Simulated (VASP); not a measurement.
GaP: single point with PBE+D4

GaP:

```xyz
2
Lattice="0.0000 2.7252 2.7252 2.7252 0.0000 2.7252 2.7252 2.7252 0.0000" Properties=species:S:1:pos:R:3 pbc="T T T"
Ga    0.0000    0.0000    0.0000
P     4.0879    4.0879    4.0879
```

* Program: VASP 6.6.1
* Task: single point
* Functional: PBE
* Dispersion: D4
* Potentials or basis: VASP PAW PBE potentials, release 64 (Ga_d, P)
* Cutoff: 520 eV
* k mesh: 6 × 6 × 6
* Occupations: gaussian, width 0.05 eV
* Spin: spin-orbit coupling, no magnetisation
* Further INCAR settings: ALGO = Normal; EDIFF = 1e-06

```json
{
  "Pressure": "-0.9 GPa",
  "Valence electrons inside the program's atomic spheres": "Ga 11.72; P 2.55",
  "Dispersion energy per atom": "-0.413 eV"
}
```

Run time: 39 s on 1 thread of Intel(R) Xeon(R) 6975P-C (Granite Rapids), on a shared host, peak memory 0.28 GiB.
